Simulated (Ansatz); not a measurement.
The system is Lu.

```
Lu
1.0
     3.50310    0.00000    0.00000
    -1.75155    3.03377    0.00000
     0.00000    0.00000    5.55090
Lu
2
Direct
  0.66667 0.33333 0.75000
  0.33333 0.66667 0.25000
```

Base run:

```yaml
Program: Ansatz 0.2.0
Functional: LDA
Potentials_or_basis: all-electron LAPW, scalar-relativistic
Cutoff: 173 eV
Density_cutoff: 692 eV
Basis_error_allowed: 0.001 eV/atom
k_mesh: 9 × 9 × 5
Occupations: fermi-dirac, width 0.05 eV
Spin: no spin polarisation
```

Its results: pressure -5.6 GPa.

Problem. The run is repeated on the same cell with these changes: functional from LDA to PBE. What comes out?

Solution. Pressure -0.5 GPa.

PBE binds less tightly than LDA, so the same cell stands under more pressure.

Not every run made on this cell is shown here.
